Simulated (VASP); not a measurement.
Runs of VASP 6.6.1 on GaAs. It takes space group F-43m (No. 216, cubic). Conventional cell: a = 5.663 Å, b = 5.663 Å, c = 5.663 Å, α = 90.00°, β = 90.00°, γ = 90.00°. Ga (site symmetry -43m) is surrounded by 4 As at 2.45 Å. As (site symmetry -43m) is surrounded by 4 Ga at 2.45 Å. 

| task | level | potentials or basis | spin | cell | k mesh | cutoff (eV) | gap on the mesh (eV) | pressure (GPa) |
| --- | --- | --- | --- | --- | --- | --- | --- | --- |
| band structure | LDA | VASP PAW LDA potentials, release 64 (Ga_d, As) | off | F-43m, 22.7 Å³/atom | 10 × 10 × 10 | 520 | (b) | -2.0 |
| relaxation of cell and atoms | PBEsol | VASP PAW PBE potentials, release 64 (Ga_d, As) | off | relaxed | 10 × 10 × 10 | 600 | 0.42 | 0.0 |
| band structure | PBEsol | VASP PAW PBE potentials, release 64 (Ga_d, As) | SOC, no magnetisation | F-43m, 22.7 Å³/atom | 6 × 6 × 6 | 520 | - | -0.1 |
| band structure | PBEsol | VASP PAW PBE potentials, release 64 (Ga_d, As) | off | F-43m, 22.7 Å³/atom | 10 × 10 × 10 | 520 | 0.42 | -0.1 |
| band structure | r2SCAN | VASP PAW PBE potentials, release 64 (Ga_d, As) | off | F-43m, 22.7 Å³/atom | 10 × 10 × 10 | 520 | 0.96 | (a) |
| band structure | TB-mBJ | VASP PAW PBE potentials, release 64 (Ga_d, As) | off | F-43m, 22.7 Å³/atom | 10 × 10 × 10 | 520 | 1.55 | - |

Alike in all rows: smearing gaussian 0.03 eV.

Q: Estimate the missing entries.

A: (a) 0.3; (b) 0.30.

Caveats: the PAW data sets were made with another functional, which shifts forces and pressure a little (some runs).

A k mesh can miss the band edges, and rows without SOC leave out spin-orbit coupling on As, Ga.
